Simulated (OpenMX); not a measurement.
Crystal: LiH.

```
Li H
1.0
     0.00000    2.03675    2.03675
     2.03675    0.00000    2.03675
     2.03675    2.03675    0.00000
Li H
1 1
Direct
  0.01223 0.99611 0.00039
  0.49669 0.49811 0.50465
```

The cell isn't the ideal one: atoms moved at random, drawn with an rms of 0.05 Å.

Base run:

| Quantity | Value |
| --- | --- |
| Program | OpenMX 3.8.5 |
| Functional | PBE |
| Potentials or basis | OpenMX 2013 PBE set, Li8.0-s3p1, H5.0-s2, grid cutoff 260 Ry |
| k mesh | 11 × 11 × 11 |
| Occupations | fermi-dirac, width 0.05 eV |
| Spin | no spin polarisation |

Its results: band gap on the k mesh 3.22 eV, direct; pressure 0.2 GPa; largest force 0.079 eV/Å.

Q: The run is repeated on the same cell with these changes: potentials or basis from OpenMX 2013 PBE set, Li8.0-s3p1, H5.0-s2, grid cutoff 260 Ry to OpenMX 2013 PBE set, Li8.0-s3p2, H6.0-s2p1, grid cutoff 500 Ry. What comes out?

A: Band gap on the k mesh 3.14 eV, direct; pressure -1.7 GPa; largest force 0.038 eV/Å.

Caveats: an odd mesh through Γ misses points on the zone boundary, where band edges often lie; the basis of atomic orbitals isn't converged, which shifts pressures, moduli and gaps.
